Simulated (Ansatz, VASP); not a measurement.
## Two plane-wave programs on Bi

File INCAR:

```
PREC = Accurate ; ENCUT = 520
EDIFF = 1E-6 ; ISMEAR = -1
SIGMA = 0.1 ; LREAL = False
LASPH = True ; NELM = 80
ALGO = Normal ; ISIF = 2
LWAVE = False ; LCHARG = False
GGA = RP ; NBANDS = 14
```

File KPOINTS:

```
regular mesh
0
Gamma
  12 12 12
```

POSCAR

```
Bi
1.0
   -1.9566327529      1.9566327529      1.9566327529
    1.9566327529     -1.9566327529      1.9566327529
    1.9566327529      1.9566327529     -1.9566327529
Bi
1
Direct
    0.0000000000      0.0000000000      0.0000000000
```

Input for Ansatz:

```yaml
crystal:
  lattice:
    - [-1.9566327529, 1.9566327529, 1.9566327529]
    - [1.9566327529, -1.9566327529, 1.9566327529]
    - [1.9566327529, 1.9566327529, -1.9566327529]
  atoms:
    - { symbol: Bi, position: [0.0, 0.0, 0.0] }
hamiltonian:
  xc: rpbe
  pseudopotentials:
    kind: paw
    azcp:
      Bi: "pseudopotentials/Bi.paw.azcp"
basis:
  ecutwfc: 420
  fft_grid_basis: typed
kpoints:
  mp_grid: { grid: [12, 12, 12], shift: [0, 0, 0] }
magnetization:
  spin_polarized: false
scf:
  occupations: { method: fermi_dirac, width: 0.1 }
  lower_state_search: "off"
output:
  stress: true
```

Alike in both runs: task single point; functional RPBE; k mesh 12 × 12 × 12; occupations fermi-dirac, width 0.1 eV; no spin polarisation.

|  | VASP | Ansatz |
| --- | --- | --- |
| version | VASP 6.6.1 | Ansatz 0.2.0 |
| potentials or method | VASP PAW PBE potentials, release 64 (Bi_d) | plane waves (420 eV) with PAW, scalar-relativistic |
| plane-wave cutoff (eV) | 520 | 420 |
| valence electrons in the cell | 15 | 15 |

|  | VASP | Ansatz | Ansatz less VASP |
| --- | --- | --- | --- |
| pressure (GPa) | 4.4 | 4.4 | +0.04 |

The functional is the same, so the differences come from potentials, cutoffs and numerics.

Caveats: the PAW data sets were made with another functional, which shifts forces and pressure a little (VASP).
